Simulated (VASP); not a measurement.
# BAs (Pm-3m) in VASP: density of states with PBEsol+D4

Aim: the density of states of BAs with PBEsol+D4.

Everything below comes from runs of VASP 6.6.1. Logs are shortened: lines on timing, memory, paths and dates and some standing lists are left out, and cuts for length are marked.

### Step 1. The undisturbed crystal

The structure is cubic, space group Pm-3m (No. 221). Conventional cell: a = 2.957 Å, b = 2.957 Å, c = 2.957 Å, α = 90.00°, β = 90.00°, γ = 90.00°. B (site symmetry m-3m) has 8 As at 2.56 Å as nearest neighbours. As (site symmetry m-3m) is surrounded by 8 B at 2.56 Å.

The cell was built by a generator and needn't be a form met in nature.

### Step 2. Density of states, PBEsol+D4 (volume scaled by 0.8)

BAs.cif

```cif
data_BAs
_cell_length_a 2.74504523
_cell_length_b 2.74504523
_cell_length_c 2.74504523
_cell_angle_alpha 90.00000000
_cell_angle_beta 90.00000000
_cell_angle_gamma 90.00000000
_space_group_name_H-M_alt 'Pm-3m'
_space_group_name_Hall '-P 4 2 3'
_space_group_IT_number 221
loop_
_space_group_symop_operation_xyz
'x,y,z'
'-x,-y,-z'
'-y,x,z'
'y,-x,-z'
'-x,-y,z'
'x,y,-z'
'y,-x,z'
'-y,x,-z'
'x,-y,-z'
'-x,y,z'
'-y,-x,-z'
'y,x,z'
'-x,y,-z'
'x,-y,z'
'y,x,-z'
'-y,-x,z'
'z,x,y'
'-z,-x,-y'
'z,-y,x'
'-z,y,-x'
'z,-x,-y'
'-z,x,y'
'z,y,-x'
'-z,-y,x'
'-z,x,-y'
'z,-x,y'
'-z,-y,-x'
'z,y,x'
'-z,-x,y'
'z,x,-y'
'-z,y,x'
'z,-y,-x'
'y,z,x'
'-y,-z,-x'
'x,z,-y'
'-x,-z,y'
'-y,z,-x'
'y,-z,x'
'-x,z,y'
'x,-z,-y'
'-y,-z,x'
'y,z,-x'
'-x,-z,-y'
'x,z,y'
'y,-z,-x'
'-y,z,x'
'x,-z,y'
'-x,z,-y'
loop_
_atom_site_label
_atom_site_type_symbol
_atom_site_symmetry_multiplicity
_atom_site_Wyckoff_symbol
_atom_site_fract_x
_atom_site_fract_y
_atom_site_fract_z
_atom_site_occupancy
B1 B 1 b 0.5000000000 0.5000000000 0.5000000000 1
As1 As 1 a 0.0000000000 0.0000000000 0.0000000000 1
```

POSCAR

```
B  As
 1.0000000000000000
     2.7450452300000001    0.0000000000000000    0.0000000000000000
     0.0000000000000000    2.7450452300000001    0.0000000000000000
     0.0000000000000000    0.0000000000000000    2.7450452300000001
 B   As 
   1   1
Cartesian
  1.3725226150000001  1.3725226150000001  1.3725226150000001
  0.0000000000000000  0.0000000000000000  0.0000000000000000
```

INCAR.step1

```
PREC = Accurate
ENCUT = 400
EDIFF = 1E-6
ISMEAR = 1
SIGMA = 0.2
LREAL = F
LASPH = F
NELM = 100
ALGO = Normal
ISIF = 2
LWAVE = F
LCHARG = T
GGA = PS
IVDW = 13
```

KPOINTS.step1

```
regular mesh
0
Gamma
  10 10 10
```

INCAR.step2

```
PREC = Accurate
ENCUT = 400
EDIFF = 1E-6
ISMEAR = -5
SIGMA = 0.2
LREAL = F
LASPH = F
NELM = 100
ALGO = Normal
ISIF = 2
LWAVE = F
LCHARG = F
GGA = PS
IVDW = 13
LORBIT = 11
NEDOS = 1001
ICHARG = 11
```

KPOINTS.step2

```
regular mesh
0
Gamma
  15 15 15
```

Potentials or basis: VASP PAW PBE potentials, release 64 (B_s, As).

On the command line:

```console
ase convert -i cif -o vasp BAs.cif POSCAR
cat potpaw_PBE.64/B_s/POTCAR potpaw_PBE.64/As/POTCAR > POTCAR
cp INCAR.step1 INCAR
cp KPOINTS.step1 KPOINTS
mpirun -np 1 vasp_std > vasp.out
cp INCAR.step2 INCAR
cp KPOINTS.step2 KPOINTS
mpirun -np 1 vasp_std > vasp.out
```

OUTCAR:

```text
PREC = Accurate
   ENCUT = 400
   EDIFF = 1E-6
   ISMEAR = -5
   LREAL = F
   LASPH = F
   NELM = 100
   ISIF = 2
   GGA = PS
   IVDW = 13
   LORBIT = 11
   ICHARG = 11

 ion  position               nearest neighbor table
   1  0.500  0.500  0.500-   2 2.38   2 2.38   2 2.38   2 2.38   2 2.38   2 2.38   2 2.38   2 2.38

   2  0.000  0.000  0.000-   1 2.38   1 2.38   1 2.38   1 2.38   1 2.38   1 2.38   1 2.38   1 2.38

  LATTYP: Found a simple cubic cell.
 ALAT       =     2.7450452300

  Lattice vectors:

 A1 = (   2.7450452300,   0.0000000000,   0.0000000000)
 A2 = (   0.0000000000,   2.7450452300,   0.0000000000)
 A3 = (   0.0000000000,   0.0000000000,   2.7450452300)

Analysis of symmetry for initial positions (statically):
=====================================================================
 Subroutine PRICEL returns:
 Original cell was already a primitive cell.

 Routine SETGRP: Setting up the symmetry group for a
 simple cubic supercell.

 Subroutine GETGRP returns: Found 48 space group operations
 (whereof 48 operations were pure point group operations)
 out of a pool of 48 trial point group operations.

The static configuration has the point symmetry O_h .

Analysis of symmetry for dynamics (positions and initial velocities):
=====================================================================
 Subroutine PRICEL returns:
 Original cell was already a primitive cell.

 Routine SETGRP: Setting up the symmetry group for a
 simple cubic supercell.

 Subroutine GETGRP returns: Found 48 space group operations
 (whereof 48 operations were pure point group operations)
 out of a pool of 48 trial point group operations.

The dynamic configuration has the point symmetry O_h .

 Subroutine INISYM returns: Found 48 space group operations
 (whereof 48 operations are pure point group operations),
 and found     1 'primitive' translations

----------------------------------------------------------------------------------------

                                     Primitive cell

  volume of cell :      20.6847

  direct lattice vectors                    reciprocal lattice vectors
     2.745045230  0.000000000  0.000000000     0.364292722  0.000000000  0.000000000
     0.000000000  2.745045230  0.000000000     0.000000000  0.364292722  0.000000000
     0.000000000  0.000000000  2.745045230     0.000000000  0.000000000  0.364292722

  length of vectors
     2.745045230  2.745045230  2.745045230     0.364292722  0.364292722  0.364292722

  position of ions in fractional coordinates (direct lattice)
     0.500000000  0.500000000  0.500000000
     0.000000000  0.000000000  0.000000000

  ion indices of the primitive-cell ions
   primitive index   ion index
                 1           1
                 2           2

----------------------------------------------------------------------------------------

 KPOINTS: regular mesh

Automatic generation of k-mesh.
 Grid dimensions read from file:
 generate k-points for:   15   15   15

 Generating k-lattice:

  Cartesian coordinates                     Fractional coordinates (reciprocal lattice)
     0.024286181  0.000000000  0.000000000     0.066666667  0.000000000  0.000000000
     0.000000000  0.024286181  0.000000000     0.000000000  0.066666667  0.000000000
     0.000000000  0.000000000  0.024286181     0.000000000  0.000000000  0.066666667

  Length of vectors
     0.024286181  0.024286181  0.024286181

  Shift w.r.t. Gamma in fractional coordinates (k-lattice)
     0.000000000  0.000000000  0.000000000

 TETIRR: Found   1667 inequivalent tetrahedra from    20250

 Subroutine IBZKPT returns following result:
 ===========================================

 Found    120 irreducible k-points:

 Following reciprocal coordinates:
            Coordinates               Weight
  0.000000  0.000000  0.000000      1.000000
  0.066667  0.000000  0.000000      6.000000
  0.133333  0.000000  0.000000      6.000000
  0.200000  0.000000  0.000000      6.000000
  0.266667  0.000000  0.000000      6.000000
  0.333333  0.000000  0.000000      6.000000
[... 16 lines left out ...]
  0.266667  0.200000  0.000000     24.000000
  0.333333  0.200000  0.000000     24.000000
 [... further k-points ...]
   k-points           NKPTS =    120   k-points in BZ     NKDIM =    120   number of bands    NBANDS=      8
   number of dos      NEDOS =   1001   number of ions     NIONS =      2
   total plane-waves  NPLWV =   5832
   dimension x,y,z NGX =    18 NGY =   18 NGZ =   18
   dimension x,y,z NGXF=    36 NGYF=   36 NGZF=   36
   ions per type =               1   1
   NGX,Y,Z   is equivalent  to a cutoff of  10.90, 10.90, 10.90 a.u.
   NGXF,Y,Z  is equivalent  to a cutoff of  21.80, 21.80, 21.80 a.u.
 SYSTEM =  unknown system
   PREC   = accura    normal or accurate (medium, high low for compatibility)
   ISTART =      0    job   : 0-new  1-cont  2-samecut
   ICHARG =     11    charge: 1-file 2-atom 10-const
   ISPIN  =      1    spin polarized calculation?
   LNONCOLLINEAR =      F non collinear calculations
   LSORBIT =      F    spin-orbit coupling
   LASPH  =      F    aspherical Exc in radial PAW
   ENCUT  =  400.0 eV  29.40 Ry    5.42 a.u.   4.48  4.48  4.48*2*pi/ulx,y,z
   NELM   =    100;   NELMIN=  2; NELMDL=  0     # of ELM steps
   EDIFF  = 0.1E-05   stopping-criterion for ELM
   LREAL  =      F    real-space projection
   EDIFFG = 0.1E-04   stopping-criterion for IOM
   NSW    =      0    number of steps for IOM
   IBRION =     -1    ionic relax: 0-MD 1-quasi-New 2-CG
   NFREE  =      0    steps in history (QN), initial steepest desc. (CG)
   ISIF   =      2    stress and relaxation
   ISYM   =      2    0-nonsym 1-usesym 2-fastsym
   POTIM  = 0.5000    time-step for ionic-motion
   TEBEG  =    0.0;   TEEND  =   0.0 temperature during run
   PSTRESS=    0.0 pullay stress
   NELECT =       8.0000    total number of electrons
   NUPDOWN=      -1.0000    fix difference up-down
   EMIN   =  10.00;   EMAX   =-10.00  energy-range for DOS
   EFERMI =   0.00;   METHOD = LEGACY
   ISMEAR =    -5;   SIGMA  =   0.20  broadening in eV -4-tet -1-fermi 0-gaus
   EFERMI_NEDOS =   21; number of points for ismear=-14 and -15
   IALGO  =     38    algorithm
   IMIX   =      4    mixing-type and parameters
     AMIX     =   0.40;   BMIX     =  1.00
     AMIX_MAG =   1.60;   BMIX_MAG =  1.00
  volume/ion in A,a.u.               =      10.34        69.79
  Fermi-wavevector in a.u.,A,eV,Ry     =   1.192766  2.254001 19.356889  1.422691
  Thomas-Fermi vector in A             =   2.328797
   LORBIT       =     11    0 simple, 1 ext, 2 COOP (PROOUT), +10 PAW based schemes
   GGA     = PS    functional components
   LHFCALC =     F    Hartree Fock is set to
   AEXX    =    0.0000 exact exchange contribution
   IVDW    =    13    specifies the selected vdW correction
   LEPSILON=     F    determine dielectric tensor
   LRPA    =     F    only Hartree local field effects (RPA)
 non-spin polarized calculation
 Fermi weights with tetrahedron method with Bloechl corrections
  energy-cutoff  :      400.00
  volume of cell :       20.68
 maximum number of plane-waves:       389
 NGX is ok and might be reduce to    18

 number of electron       8.0000002 magnetization

 Free energy of the ion-electron system (eV)
  ---------------------------------------------------
  ext. energy  EPLUGINS =         0.00000000
  ---------------------------------------------------
  free energy    TOTEN  =        -8.96877572 eV

  energy without entropy =       -8.96877572  energy(sigma->0) =       -8.96877572

 E-fermi :  10.3722     XC(G=0): -12.3199

 val. band max:       10.5031384863   @ k =   0.2667   0.0000   0.0000
 cond. band min:      10.1720054426   @ k =   0.4667   0.4667   0.4000
 fundamental gap:     -0.3311330437
 Fermi energy:        10.3722055353

 k-point     1 :       0.0000    0.0000    0.0000
  band No.  band energies     occupation
      1      -7.6031      2.00000
      2       9.1484      2.00000
      3       9.1484      2.00000
      4       9.1484      2.00000
      5      12.0397      0.00000
      6      15.6695      0.00000
      7      15.6695      0.00000
      8      21.8931      0.00000

 k-point     2 :       0.0667    0.0000    0.0000
  band No.  band energies     occupation
      1      -7.5208      2.00000
      2       8.2401      2.00000
      3       9.2342      2.00000
      4       9.2342      2.00000
      5      12.3905      0.00000
      6      15.7510      0.00000
      7      16.3765      0.00000
      8      21.6371      0.00000

 k-point     3 :       0.1333    0.0000    0.0000
  band No.  band energies     occupation
      1      -7.2748      2.00000
      2       6.5043      2.00000
      3       9.4907      2.00000
      4       9.4907      2.00000
      5      12.8188      0.00000
      6      15.9951      0.00000
      7      18.0437      0.00000
      8      20.8905      0.00000
[... 210 lines left out ...]
 k-point    23 :       0.2667    0.2000    0.0000
  band No.  band energies     occupation
      1      -5.5611      2.00000
      2       3.5818      2.00000
      3       5.9484      2.00000
      4      11.2212     -0.12560
      5      13.8705      0.00000
      6      15.4078      0.00000
      7      18.2867      0.00000
      8      19.8630      0.00000

 k-point    24 :       0.3333    0.2000    0.0000
  band No.  band energies     occupation
      1      -4.8505      2.00000
      2       1.9215      2.00000
      3       6.6672      2.00000
      4      11.9282     -0.09423
      5      12.4977      0.00000
      6      15.8365      0.00000
      7      17.3031      0.00000
      8      19.3657      0.00000

 [... further k-points ...]

------------------------ aborting loop because EDIFF is reached ----------------------------------------

  DFT-D4 for vdW energy calculation

  Edisp (eV):   -0.56113

  FORCE on cell =-STRESS in cart. coord.  units (eV):
  Direction    XX          YY          ZZ          XY          YZ          ZX
  --------------------------------------------------------------------------------------
  -------------------------------------------------------------------------------------
  Total       3.26439     3.26439     3.26439     0.00000    -0.00000    -0.00000
  in kB     252.85072   252.85072   252.85072     0.00000    -0.00000    -0.00000
  external pressure =      252.85 kB  Pullay stress =        0.00 kB

 VOLUME and BASIS-vectors are now :
 -----------------------------------------------------------------------------
  energy-cutoff  :      400.00
  volume of cell :       20.68
      direct lattice vectors                 reciprocal lattice vectors
     2.745045230  0.000000000  0.000000000     0.364292722  0.000000000  0.000000000
     0.000000000  2.745045230  0.000000000     0.000000000  0.364292722  0.000000000
     0.000000000  0.000000000  2.745045230     0.000000000  0.000000000  0.364292722

 POSITION                                       TOTAL-FORCE (eV/Angst)
 -----------------------------------------------------------------------------------
      1.37252      1.37252      1.37252         0.000000      0.000000      0.000000
      0.00000      0.00000      0.00000         0.000000      0.000000      0.000000
 -----------------------------------------------------------------------------------
    total drift:                               -0.000000     -0.000000      0.000000

  FREE ENERGIE OF THE ION-ELECTRON SYSTEM (eV)
  ---------------------------------------------------
  free  energy   TOTEN  =        -9.5299035829 eV

  energy  without entropy=       -9.5299035829  energy(sigma->0) =       -9.52990358

 total charge

# of ion       s       p       d       tot
------------------------------------------
    1        0.874   1.017   0.000   1.890
    2        1.317   1.338   0.160   2.815
--------------------------------------------------
tot          2.191   2.355   0.160   4.706
```

Wall time 7.9 s (1 thread of Intel Xeon 6975P-C (Granite Rapids), shared host); peak memory 0.12 GiB.

Results:

```
Valence electrons inside the program's atomic spheres : B 1.89; As 2.81
Dispersion energy per atom                            : -0.281 eV
```

Levels at points of the mesh, in eV from the Fermi level:
```
           k point  band 1  band 2  band 3  band 4  band 5  band 6  band 7  band 8
(0.00, 0.00, 0.00)  -17.98   -1.22   -1.22   -1.22    1.67    5.30    5.30   11.52
```

States per cell in windows of 0.5 eV (zero at the Fermi level; states under -8 eV left out):
```
from (eV)  total  B1_p  As2_p  B1_s  As2_s  As2_d  B1_d
     -8.0   0.25  0.03   0.06  0.03   0.02   0.00  0.00
     -7.5   0.25  0.03   0.05  0.02   0.02   0.00  0.00
     -7.0   0.25  0.03   0.05  0.02   0.03   0.00  0.00
     -6.5   0.25  0.03   0.05  0.03   0.03   0.00  0.00
     -6.0   0.26  0.03   0.05  0.03   0.03   0.01  0.00
     -5.5   0.29  0.03   0.05  0.04   0.04   0.01  0.00
     -5.0   0.30  0.04   0.05  0.04   0.03   0.01  0.00
     -4.5   0.27  0.04   0.05  0.04   0.03   0.01  0.00
     -4.0   0.32  0.05   0.06  0.04   0.03   0.01  0.00
     -3.5   0.34  0.06   0.06  0.04   0.02   0.01  0.00
     -3.0   0.32  0.06   0.06  0.04   0.02   0.01  0.00
     -2.5   0.33  0.06   0.07  0.04   0.02   0.01  0.00
     -2.0   0.37  0.07   0.08  0.04   0.02   0.01  0.00
     -1.5   0.38  0.08   0.08  0.04   0.02   0.01  0.00
     -1.0   0.39  0.09   0.08  0.03   0.02   0.01  0.00
     -0.5   0.39  0.10   0.08  0.03   0.02   0.01  0.00
      0.0   0.37  0.10   0.08  0.03   0.01   0.01  0.00
      0.5   0.38  0.10   0.08  0.03   0.01   0.02  0.00
      1.0   0.35  0.10   0.07  0.02   0.01   0.02  0.00
      1.5   0.35  0.11   0.07  0.02   0.01   0.02  0.00
      2.0   0.36  0.12   0.07  0.02   0.01   0.02  0.00
      2.5   0.39  0.13   0.07  0.02   0.02   0.02  0.00
      3.0   0.37  0.13   0.07  0.02   0.02   0.02  0.00
      3.5   0.43  0.15   0.07  0.02   0.03   0.02  0.00
      4.0   0.41  0.14   0.08  0.02   0.03   0.02  0.00
      4.5   0.31  0.09   0.08  0.01   0.01   0.01  0.00
      5.0   0.34  0.09   0.10  0.01   0.01   0.02  0.00
      5.5   0.46  0.11   0.13  0.02   0.01   0.03  0.00
      6.0   0.37  0.09   0.10  0.02   0.01   0.03  0.00
      6.5   0.49  0.12   0.13  0.03   0.01   0.03  0.00
      7.0   0.66  0.19   0.19  0.04   0.01   0.03  0.00
      7.5   0.54  0.17   0.15  0.03   0.01   0.02  0.00
```

Caveat: the bands computed are all filled at some k points, so no gap is given; the PAW data sets were made with another functional, which shifts forces and pressure a little.

### Step 3. The reference run

An earlier run on the cell as given: functional PBE; potentials or basis VASP PAW PBE potentials, release 64 (B, As); cutoff 520 eV; k mesh 9 × 9 × 9; occupations fermi-dirac, width 0.05 eV; no spin polarisation.

* Pressure: -1.8 GPa
* Band gap on the k mesh: none (metal or under the smearing width)
